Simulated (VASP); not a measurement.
RbCl:

```xyz
2
Lattice="0.0000 3.2740 3.2740 3.2740 0.0000 3.2740 3.2740 3.2740 0.0000" Properties=species:S:1:pos:R:3 pbc="T T T"
Rb    0.0000    0.0000    0.0000
Cl    3.2740    3.2740    3.2740
```

Base run:

| Item | Value |
| --- | --- |
| Program | VASP 6.6.1 |
| Functional | PBEsol |
| Potentials or basis | VASP PAW PBE potentials, release 64 (Rb_sv, Cl) |
| Cutoff | 520 eV |
| k mesh | 8 × 8 × 8 |
| Occupations | gaussian, width 0.02 eV |
| Spin | no spin polarisation |

Its results: band gap on the k mesh 4.89 eV, direct.

The run is repeated on the same cell with these changes: functional from PBEsol to PBE. What comes out?

Band gap on the k mesh 5.05 eV, direct.
